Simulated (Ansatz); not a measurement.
# ZrS2: the band gap up the ladder of functionals

One table from this session's results is given with a row withheld; the runs are named, their logs left out.

The runs shown are made with Ansatz 0.2.0. PAW datasets, plane waves. Calculated at 0 K for a non-magnetic cell.

## The cell

The cell was relaxed beforehand with r2SCAN+rVV10.

It is trigonal, P-3m1 (No. 164); a = 3.674 Å, c = 5.857 Å in the conventional setting, 22.83 Å³ an atom. Near Zr stand 6 S at 2.57 Å; near S stand 3 Zr at 2.57 Å.

As a file:

```
CELL_PARAMETERS angstrom
3.67440 0.00000 0.00000
-1.83720 3.18212 0.00000
0.00000 0.00000 5.85686
ATOMIC_POSITIONS crystal
Zr 0.00000 0.00000 0.00000
S 0.33333 0.66667 0.24623
S 0.66667 0.33333 0.75377
```

The first run:

Contents of input.yaml:

```yaml
crystal:
  lattice:
    - [3.6743994548, 0.0, 0.0]
    - [-1.8371997274, 3.1821232716, 0.0]
    - [0.0, 0.0, 5.8568616098]
  atoms:
    - { symbol: Zr, position: [0.0, 0.0, 0.0] }
    - { symbol: S, position: [0.3333333333, 0.6666666667, 0.2462322151] }
    - { symbol: S, position: [0.6666666667, 0.3333333333, 0.7537677849] }
kpoints:
  mp_grid: { grid: [12, 12, 4] }
  band_path:
    path:
      - [[0.0, 0.0, 0.0], [0.5, 5.484927219961e-17, -1.490747731679e-33], [0.3333333333333, 0.3333333333333, 1.007681564181e-33], [0.0, 0.0, 0.0], [-5.343642872273e-50, 3.99888993241e-50, 0.5], [0.5, 5.484927219961e-17, 0.5], [0.3333333333333, 0.3333333333333, 0.5], [-5.343642872273e-50, 3.99888993241e-50, 0.5]]
      - [[0.5, 5.484927219961e-17, 0.5], [0.5, 5.484927219961e-17, -1.490747731679e-33]]
      - [[0.3333333333333, 0.3333333333333, 0.5], [0.3333333333333, 0.3333333333333, 1.007681564181e-33]]
    npoints: 10
hamiltonian:
  xc: pbe
scf:
  occupations: { method: fermi_dirac, width: 0.02 }
  n_extra_bands: 4
output:
  forces: true
  stress: true
  eigenvalues: true
```

Command:

```console
ansatz run input.yaml --threads 4 --pin off --max-ram 7372MiB --backend cpu --events-out ev --progress --plain --runs-dir out
```

Steps of the session up to this table: PBE band path; r2SCAN at the same geometry; HSE06; Single point with PBE+SOC; PBE0; LDA; Quasiparticle levels, G0W0@PBE; Single point with DDH-PBE0; HSE06+SOC at the same geometry; LC-ωPBE; r2SCAN0.

One of the session's tables, all rows but one given; the rest of the session is left out.

| level | gap (eV) |
| --- | --- |
| PBE | 0.88 |
| r2SCAN | 1.18 |
| HSE06 | ? |
| PBE+SOC | 0.87 |
| PBE0 | 2.35 |
| LDA | 0.76 |
| G0W0@PBE (204 empty bands) | 1.73 |
| G0W0@PBE (507 empty bands) | 1.79 |
| DDH-PBE0 | 1.49 |
| HSE06+SOC | 1.66 |
| LC-ωPBE | 6.34 |
| r2SCAN0 | 2.57 |

Q: Estimate the row for HSE06 from the others.

The run gave: gap (eV): 1.67. In the column «gap (eV)» it lies between HSE06+SOC (1.66) and G0W0@PBE (204 empty bands) (1.73).

Meshes: PBE 12×12×4, r2SCAN 12×12×4, HSE06 6×6×4, PBE+SOC 12×12×4, PBE0 6×6×4, LDA 12×12×4, DDH-PBE0 6×6×4, HSE06+SOC 6×6×2, LC-ωPBE 6×6×4, r2SCAN0 6×6×4.

Caveats from the session: G0W0 here is at a finite number of bands, screening cutoff and k mesh, not at the basis limit. Warnings in the runs' records: stress exchange threshold loose, stress scf threshold loose.
